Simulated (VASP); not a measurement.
Input of a VASP 6.6.1 run:

File INCAR:

```
PREC = Accurate
ENCUT = 520
EDIFF = 1E-6
ISMEAR = 0
SIGMA = 0.1
LREAL = F
LASPH = T
NELM = 60
ALGO = Normal
ISIF = 2
LWAVE = F
LCHARG = T
GGA = PS
LELF = T
LVHAR = T
```

Contents of KPOINTS:

```
regular mesh
0
Gamma
  24 24 24
```

Contents of POSCAR:

```
TaN
1.0
    0.0000000000      2.1897500000      2.1897500000
    2.1897500000      0.0000000000      2.1897500000
    2.1897500000      2.1897500000      0.0000000000
Ta N
1 1
Direct
    0.5000000000      0.5000000000      0.5000000000
    1.0000000000      0.0000000000      0.0000000000
```

Potentials or basis: VASP PAW PBE potentials, release 64 (Ta_pv, N).

Command:

```bash
$ cat potpaw_PBE.64/Ta_pv/POTCAR potpaw_PBE.64/N/POTCAR > POTCAR
$ mpirun -np 1 vasp_std > vasp.out
```

**Question.** What does it give for the band gap on the k mesh?

**Answer.** None (metal or under the smearing width).

**Question.** Estimate the pressure.

**Answer.** 0.0 GPa.

Caveat: the PAW data sets were made with another functional, which shifts forces and pressure a little. The run has no spin-orbit coupling, so splittings on Ta are missing.
